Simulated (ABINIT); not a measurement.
# GaAs (F-43m) in ABINIT: settings compared

Aim: see how the results for GaAs move with the level of theory and the settings. Levels: OLYP, WC, BP86, LDA-VWN. Tasks: band structure, equation of state.

Program: ABINIT 10.8.3 (patched build). These are calculated values, not measurements. Logs are shortened: lines on timing, memory, paths and dates and some standing lists are left out, and cuts for length are marked. The log counts tension as positive stress, the text compression.

**Experimental background.**

“Evidence of valence band perturbations in GaAsN/GaAs(001): A combined variable-angle spectroscopic ellipsometry and modulated photoreflectance investigation”, 2008, arxiv:0805.2212 reports, for a bulk crystal of GaAs at 300 K: band gap 1.418 ± 0.005 eV (direct); band gap 1.412 ± 0.01 eV (direct).

The results are compared with them further down.

### Step 1. The structure

The structure is cubic, space group F-43m (No. 216). Conventional cell: a = 5.654 Å, b = 5.654 Å, c = 5.654 Å, α = 90.00°, β = 90.00°, γ = 90.00°. As (site symmetry -43m) has 4 Ga at 2.45 Å as nearest neighbours. Ga (site symmetry -43m) is surrounded by 4 As at 2.45 Å.

### Step 2. Band structure, OLYP

run.abi reads:

```
# Datasets: ground state, then fixed potential
ndtset 2

# Pseudopotentials
pp_dirpath "./"
pseudos "As.GGA_PBE-JTH.xml, Ga.GGA_PBE-JTH.xml"

# Structure
acell 3*1.0 Angstrom
rprim
     0.0000000000     2.8268500000     2.8268500000
     2.8268500000     0.0000000000     2.8268500000
     2.8268500000     2.8268500000     0.0000000000
ntypat 2
znucl 33 31
natom 2
typat 1 2
xcart
     4.2402750000     4.2402750000     4.2402750000
     0.0000000000     0.0000000000     0.0000000000 Angstrom

# Plane-wave basis
ecut 17.0
pawecutdg 34.0

# Exchange and correlation
ixc -110131

# Bands and occupations
occopt 3
tsmear 0.05 eV

# SCF cycle
nstep 100

# Output
iomode 3
prtwf 0
prteig 0
prtebands 0
prtden1 1

# Dataset 1
kptopt1 1
ngkpt1 8 8 8
nshiftk1 1
shiftk1 0.0 0.0 0.0
nband1 18
tolvrs1 1.0e-9

# Dataset 2: bands along G-X-W-K-G-L-U-W-L-K
iscf2 -2
getden2 1
nband2 22
nbdbuf2 2
tolwfr2 1.0e-12
kptopt2 -9
ndivsm2 6
prteig2 1
kptbounds2
     0.0000000000     0.0000000000     0.0000000000
     0.5000000000     0.0000000000     0.5000000000
     0.5000000000     0.2500000000     0.7500000000
     0.3750000000     0.3750000000     0.7500000000
     0.0000000000     0.0000000000     0.0000000000
     0.5000000000     0.5000000000     0.5000000000
     0.6250000000     0.2500000000     0.6250000000
     0.5000000000     0.2500000000     0.7500000000
     0.5000000000     0.5000000000     0.5000000000
     0.3750000000     0.3750000000     0.7500000000
```

Potentials or basis: JTH PAW PBE v2.0.

The run is started by

```sh
$ abinit run.abi > log 2>&1
```

run.abo:

```text
.Version 10.8.3 of ABINIT
 DATASET    1 : space group F-4 3 m (#216); Bravais cF (face-center cubic)
================================================================================
 Values of the parameters that define the memory need for DATASET  1.
     intxc =       0    ionmov =       0      iscf =      17    lmnmax =      18
     lnmax =       6     mgfft =      30  mpssoang =       3    mqgrid =    3001
     natom =       2  nloc_mem =       2    nspden =       1   nspinor =       1
    nsppol =       1      nsym =      24    n1xccc =       1    ntypat =       2
    occopt =       3   xclevel =       2
       mpw =        1036          nfft =       27000          nkpt =          29
 PAW method is used; the additional fine FFT grid is defined by:
   mgfftf=        40    nfftf =     64000
================================================================================
================================================================================

 DATASET    2 : space group F-4 3 m (#216); Bravais cF (face-center cubic)
================================================================================
 Values of the parameters that define the memory need for DATASET  2.
     intxc =       0    ionmov =       0      iscf =      -2    lmnmax =      18
     lnmax =       6     mgfft =      30  mpssoang =       3    mqgrid =    3001
     natom =       2  nloc_mem =       2    nspden =       1   nspinor =       1
    nsppol =       1      nsym =      24    n1xccc =       1    ntypat =       2
    occopt =       3   xclevel =       2
       mpw =        1036          nfft =       27000          nkpt =         103
 PAW method is used; the additional fine FFT grid is defined by:
   mgfftf=        40    nfftf =     64000
================================================================================
================================================================================

--------------------------------------------------------------------------------
------------- Echo of variables that govern the present computation ------------
--------------------------------------------------------------------------------
 -outvars: echo values of preprocessed input variables --------
            acell      1.8897261259E+00  1.8897261259E+00  1.8897261259E+00 Bohr
              amu      7.49215900E+01  6.97230000E+01
             ecut      1.70000000E+01 Hartree
           getden1          0
           getden2          1
             iscf1         17
             iscf2         -2
                       outvar_i_n : Printing only first  50 k-points.
              ixc     -110131
           jdtset        1    2
                       outvar_i_n : Printing only first  50 k-points.
           kptopt1          1
           kptopt2         -9
         kptrlatt        8    0    0      0    8    0      0    0    8
          kptrlen1     6.04375174E+01
          kptrlen2     3.00000000E+01
            natom           2
            nband1         18
            nband2         22
           nbdbuf1          0
           nbdbuf2          2
           ndtset           2
           ndivsm1          0
           ndivsm2          6
            ngfft          30      30      30
          ngfftdg          40      40      40
             nkpt1         29
             nkpt2        103
            nstep         100
             nsym          24
           ntypat           2
           occopt           3
        pawecutdg      3.40000000E+01 Hartree
         pawxcdev           0
        prtebands           0
           prteig1          0
           prteig2          1
            prtwf           0
            rprim      0.0000000000E+00  2.8268500000E+00  2.8268500000E+00
                       2.8268500000E+00  0.0000000000E+00  2.8268500000E+00
                       2.8268500000E+00  2.8268500000E+00  0.0000000000E+00
           shiftk1     0.00000000E+00  0.00000000E+00  0.00000000E+00
           shiftk2     5.00000000E-01  5.00000000E-01  5.00000000E-01
          spgroup         216
           tolvrs1     1.00000000E-09
[... 253 lines left out ...]
 Non-SCF case, kpt    1 (  0.00000  0.00000  0.00000), residuals and eigenvalues=
  5.98E-13  3.78E-13  5.90E-13  8.50E-13  7.45E-13  3.00E-13  3.07E-13  7.97E-13
  2.89E-13  8.60E-13  4.20E-13  3.60E-13  4.53E-13  3.67E-13  5.32E-13  3.26E-13
  4.80E-13  1.96E-13  3.59E-13  9.82E-13  3.35E-13  3.62E-13
 -1.1510E+00 -1.1510E+00 -1.1510E+00 -1.1508E+00 -1.1508E+00 -3.9170E-01
 -3.9170E-01 -3.9170E-01 -3.8916E-01 -3.8916E-01 -2.9520E-01  1.6826E-01
  1.6826E-01  1.6826E-01  1.9703E-01  3.0944E-01  3.0944E-01  3.0944E-01
  4.7477E-01  5.4131E-01  5.4131E-01  6.0793E-01
 Non-SCF case, kpt    2 (  0.02941  0.00000  0.02941), residuals and eigenvalues=
  5.18E-13  3.47E-13  6.47E-13  5.07E-13  3.74E-13  7.52E-13  6.64E-13  4.90E-13
  5.37E-13  5.39E-13  3.45E-13  6.45E-13  4.32E-13  8.77E-13  2.99E-13  4.84E-13
[... 799 lines left out ...]
  4.91E-13  8.17E-13  3.84E-13  8.30E-13  9.59E-13  4.61E-13  5.05E-13  5.65E-13
  4.88E-13  2.85E-13  2.11E-13  4.99E-13  1.07E-10  1.11E-08
 -1.1511E+00 -1.1510E+00 -1.1510E+00 -1.1508E+00 -1.1508E+00 -3.9463E-01
 -3.9058E-01 -3.9035E-01 -3.8952E-01 -3.8898E-01 -2.0887E-01 -6.8893E-02
  3.0553E-02  9.0574E-02  2.5439E-01  3.6221E-01  4.5439E-01  4.5567E-01
  4.9605E-01  5.5548E-01  7.0659E-01  7.3660E-01
 Non-SCF case, kpt  103 (  0.37500  0.37500  0.75000), residuals and eigenvalues=
  4.62E-13  9.15E-13  5.05E-13  5.90E-13  5.43E-13  4.27E-13  6.07E-13  4.25E-13
  8.03E-13  9.08E-13  6.68E-13  2.44E-13  6.43E-13  6.36E-13  2.04E-13  5.29E-13
  3.73E-13  1.93E-13  1.96E-13  5.12E-13  1.12E-09  2.74E-05
 -1.1511E+00 -1.1510E+00 -1.1510E+00 -1.1508E+00 -1.1508E+00 -3.9470E-01
 -3.9052E-01 -3.9030E-01 -3.8958E-01 -3.8895E-01 -2.0709E-01 -7.0801E-02
  3.1773E-02  8.7258E-02  2.5140E-01  3.4666E-01  4.6819E-01  4.6932E-01
  4.9866E-01  5.6242E-01  7.0700E-01  7.5891E-01

--- !ResultsGS
iteration_state: {dtset: 2, }
comment   : Summary of ground state results
lattice_vectors:
- [  0.0000000,   5.3419723,   5.3419723, ]
- [  5.3419723,   0.0000000,   5.3419723, ]
- [  5.3419723,   5.3419723,   0.0000000, ]
lattice_lengths: [   7.55469,    7.55469,    7.55469, ]
lattice_angles: [ 60.000,  60.000,  60.000, ] # degrees, (23, 13, 12)
lattice_volume:   3.0488418E+02
convergence: {deltae:  0.000E+00, res2:  0.000E+00, residm:  9.990E-13, diffor:  0.000E+00, }
etotal    :  -1.93585018E+02
entropy   :   0.00000000E+00
fermie    :   1.83721323E-01
cartesian_stress_tensor: null
pressure_GPa: null
xred      :
- [  7.5000E-01,   7.5000E-01,   7.5000E-01, As]
- [  0.0000E+00,   0.0000E+00,   0.0000E+00, Ga]
cartesian_forces: null
force_length_stats: {min: null, max: null, mean: null, }
...

 Integrated electronic density in atomic spheres:
 ------------------------------------------------
 Atom  Sphere_radius  Integrated_density
    1        2.10392         12.75446228
    2        2.10359         11.07500575

================================================================================

 ----iterations are completed or convergence reached----

 Mean square residual over all n,k,spin=   56.315E-14; max=  99.905E-14
 reduced coordinates (array xred) for    2 atoms
       0.750000000000      0.750000000000      0.750000000000
       0.000000000000      0.000000000000      0.000000000000

 cartesian coordinates (angstrom) at end:
    1      4.24027500000000     4.24027500000000     4.24027500000000
    2      0.00000000000000     0.00000000000000     0.00000000000000
 length scales=  1.889726125908  1.889726125908  1.889726125908 bohr
              =  1.000000000000  1.000000000000  1.000000000000 angstroms
 Eigenvalues (hartree) for nkpt= 103  k points:
 kpt#   1, nband= 22, wtk=  1.00000, kpt=  0.0000  0.0000  0.0000 (reduced coord)
  -1.15105   -1.15105   -1.15105   -1.15079   -1.15079   -0.39170   -0.39170   -0.39170
  -0.38916   -0.38916   -0.29520    0.16826    0.16826    0.16826    0.19703    0.30944
   0.30944    0.30944    0.47477    0.54131    0.54131    0.60793
 kpt#   2, nband= 22, wtk=  1.00000, kpt=  0.0294  0.0000  0.0294 (reduced coord)
  -1.15105   -1.15105   -1.15105   -1.15079   -1.15079   -0.39173   -0.39169   -0.39169
  -0.38916   -0.38915   -0.29471    0.15834    0.16663    0.16663    0.20683    0.30796
   0.31171    0.31171    0.47747    0.53358    0.54183    0.60900
 kpt#   3, nband= 22, wtk=  1.00000, kpt=  0.0588  0.0000  0.0588 (reduced coord)
  -1.15105   -1.15105   -1.15105   -1.15079   -1.15079   -0.39184   -0.39165   -0.39165
  -0.38918   -0.38915   -0.29326    0.14094    0.16205    0.16205    0.22371    0.30387
   0.31820    0.31820    0.48517    0.51662    0.54338    0.61221
 kpt#   4, nband= 22, wtk=  1.00000, kpt=  0.0882  0.0000  0.0882 (reduced coord)
  -1.15105   -1.15104   -1.15104   -1.15079   -1.15079   -0.39202   -0.39158   -0.39158
  -0.38920   -0.38913   -0.29084    0.12236    0.15527    0.15527    0.24093    0.29813
   0.32815    0.32815    0.49342    0.50106    0.54598    0.61757
 kpt#   5, nband= 22, wtk=  1.00000, kpt=  0.1176  0.0000  0.1176 (reduced coord)
[... 381 lines left out ...]
  -0.38939   -0.38902   -0.21543   -0.06537    0.03905    0.09938    0.26171    0.37536
   0.42197    0.43112    0.51058    0.55710    0.65831    0.70792
 kpt# 101, nband= 22, wtk=  1.00000, kpt=  0.4000  0.4000  0.7000 (reduced coord)
  -1.15105   -1.15101   -1.15100   -1.15079   -1.15077   -0.39453   -0.39065   -0.39043
  -0.38946   -0.38901   -0.21183   -0.06678    0.03285    0.09466    0.25801    0.37458
   0.43658    0.43959    0.50218    0.55429    0.68755    0.71887
 kpt# 102, nband= 22, wtk=  1.00000, kpt=  0.3875  0.3875  0.7250 (reduced coord)
  -1.15105   -1.15101   -1.15100   -1.15079   -1.15077   -0.39463   -0.39058   -0.39035
  -0.38952   -0.38898   -0.20887   -0.06889    0.03055    0.09057    0.25439    0.36221
   0.45439    0.45567    0.49605    0.55548    0.70659    0.73660
 kpt# 103, nband= 22, wtk=  1.00000, kpt=  0.3750  0.3750  0.7500 (reduced coord)
  -1.15106   -1.15101   -1.15100   -1.15080   -1.15077   -0.39470   -0.39052   -0.39030
  -0.38958   -0.38895   -0.20709   -0.07080    0.03177    0.08726    0.25140    0.34666
   0.46819    0.46932    0.49866    0.56242    0.70700    0.75891

== END DATASET(S) ==============================================================
================================================================================

 -outvars: echo values of variables after computation  --------
            acell      1.8897261259E+00  1.8897261259E+00  1.8897261259E+00 Bohr
           etotal1    -1.9358501791E+02
            fcart1    -0.0000000000E+00 -0.0000000000E+00 -0.0000000000E+00
                      -0.0000000000E+00 -0.0000000000E+00 -0.0000000000E+00
            rprim      0.0000000000E+00  2.8268500000E+00  2.8268500000E+00
                       2.8268500000E+00  0.0000000000E+00  2.8268500000E+00
                       2.8268500000E+00  2.8268500000E+00  0.0000000000E+00
           strten1    -1.4562589304E-04 -1.4562589304E-04 -1.4562589304E-04
                       0.0000000000E+00  0.0000000000E+00  0.0000000000E+00
           xangst      4.2402750000E+00  4.2402750000E+00  4.2402750000E+00
                       0.0000000000E+00  0.0000000000E+00  0.0000000000E+00
             xred      7.5000000000E-01  7.5000000000E-01  7.5000000000E-01
                       0.0000000000E+00  0.0000000000E+00  0.0000000000E+00
 Calculation completed.
```

It took 59 s on 1 thread of Arm Neoverse V2, shared host; peak memory 0.12 GiB.

What came out:

```yaml
Free_energy: -5267.7167 eV
Pressure: 4.3 GPa
Band_gap_on_the_k_mesh: 0.78 eV, direct
Band_gap_along_the_path: 0.78 eV, direct
Valence_electrons_inside_the_program's_atomic_spheres: As 12.75; Ga 11.07
```

Levels at the corners of the path, in eV from the valence-band top:
| point | band 12 | band 13 | band 14 | band 15 | band 16 | band 17 |
| --- | --- | --- | --- | --- | --- | --- |
| Γ | 0.00 | 0.00 | 0.00 | 0.78 | 3.84 | 3.84 |
| X | -6.69 | -2.61 | -2.61 | 1.84 | 1.93 | 10.30 |
| W | -6.51 | -3.41 | -3.21 | 4.72 | 5.03 | 5.61 |
| K | -6.51 | -3.71 | -2.20 | 2.26 | 4.85 | 8.16 |
| Γ | 0.00 | 0.00 | 0.00 | 0.78 | 3.84 | 3.84 |
| L | -6.48 | -1.12 | -1.12 | 1.26 | 4.78 | 4.78 |
| U | -6.51 | -3.71 | -2.20 | 2.26 | 4.85 | 8.16 |
| W | -6.51 | -3.41 | -3.21 | 4.72 | 5.03 | 5.61 |
| L | -6.48 | -1.12 | -1.12 | 1.26 | 4.78 | 4.78 |
| K | -6.51 | -3.71 | -2.20 | 2.26 | 4.85 | 8.16 |

Caveat: the PAW data sets were made with another functional, which shifts forces and pressure a little.

### Step 3. Equation of state, WC

run.abi reads:

```
ndtset 7
getwfk -1
scalecart1 3*0.9795861087
scalecart2 3*0.9864848297
scalecart3 3*0.9932883884
scalecart4 3*1.0000000000
scalecart5 3*1.0066227096
scalecart6 3*1.0131594038
scalecart7 3*1.0196128224

pp_dirpath "./"
pseudos "As.GGA_PBE-JTH.xml, Ga.GGA_PBE-JTH.xml"

acell 3*1.0
rprim
     0.0000000000     5.3419722954     5.3419722954
     5.3419722954     0.0000000000     5.3419722954
     5.3419722954     5.3419722954     0.0000000000
ntypat 2
znucl 33 31
natom 2
typat 1 2
xred
     0.7500000000     0.7500000000     0.7500000000
     0.0000000000     0.0000000000     0.0000000000

ecut 17.0
pawecutdg 34.0

kptopt 1
ngkpt 8 8 8
nshiftk 1
shiftk 0.0 0.0 0.0

ixc 23

nband 18
occopt 3
tsmear 0.05 eV

nstep 100
tolvrs 1.0e-9

iomode 3
prtwf 1
prtden 0
prteig 0
prtebands 0
```

Potentials or basis: JTH PAW PBE v2.0.

The run is started by

```sh
$ abinit run.abi > log 2>&1
```

It took 96 s on 1 thread of Arm Neoverse V2, shared host; peak memory 0.14 GiB.

It converged, with:

```
Equilibrium volume                      : 22.69 Å³/atom
Bulk modulus                            : 68 GPa
Pressure derivative of the bulk modulus : 5.1
```

Energy against volume, from the lowest point:
| volume (Å³/atom) | energy (meV/atom) |
| --- | --- |
| 21.234 | 22.73 |
| 21.686 | 10.32 |
| 22.138 | 2.92 |
| 22.590 | 0.00 |
| 23.041 | 1.06 |
| 23.493 | 5.54 |
| 23.945 | 13.18 |

Caveat: pressures at fixed basis lie under the slope of the energies; the PAW data sets were made with another functional, which shifts forces and pressure a little.

(Continued in part 2 of 2.)
